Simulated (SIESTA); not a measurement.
BAs:

```
As B
1.0
     0.00000    2.38850    2.38850
     2.38850    0.00000    2.38850
     2.38850    2.38850    0.00000
As B
1 1
Cartesian
  3.5827 3.5827 3.5827
  0.0000 0.0000 0.0000
```

```yaml
Program: SIESTA 5.4.2
Task: relaxation of cell and atoms
Functional: PBE
Potentials_or_basis: PseudoDojo 0.4 standard (PBE files)
Basis: TZ (energy shift 0.002 Ry)
Grid_cutoff: 500 Ry
Energy_shift: 0.002 Ry
k_mesh: 10 × 10 × 10
Occupations: fermi-dirac, width 0.05 eV
Spin: no spin polarisation
```

At the start: pressure 6.9 GPa; volume 13.63 Å³/atom.

Problem. How do energy, volume and symmetry change on relaxing?

Solution. Over 5 steps the energy falls by 17.1 meV/atom and the volume is 14.43 Å³/atom (+5.9 %); space group F-43m (No. 216, to 0.05 Å).

Step by step:
| step | energy change (eV) | largest force (eV/Å) | pressure (GPa) | volume (Å³) |
| --- | --- | --- | --- | --- |
| 1 | 0.0000 | 0.0005 | 6.92 | 27.25 |
| 2 | -0.0033 | 0.0001 | 6.51 | 27.33 |
| 3 | -0.0335 | 0.0039 | 0.93 | 28.65 |
| 4 | -0.0340 | 0.0001 | 0.16 | 28.83 |
| 5 | -0.0341 | 0.0001 | 0.03 | 28.85 |

Final structure:
```yaml
crystal:
  lattice:
    - [0.00048, 2.43460, 2.43460]
    - [2.43460, 0.00048, 2.43460]
    - [2.43460, 2.43460, 0.00048]
  atoms:
    - { symbol: As, position: [0.75001, 0.75001, 0.75001] }
    - { symbol: B, position: [0.99999, 0.99999, 0.99999] }
```

Caveat: the basis has no polarisation orbitals; semicore shells carry a single zeta, which can move pressures by several GPa and volumes by a few percent; the basis of atomic orbitals isn't converged, which shifts pressures, moduli and gaps.
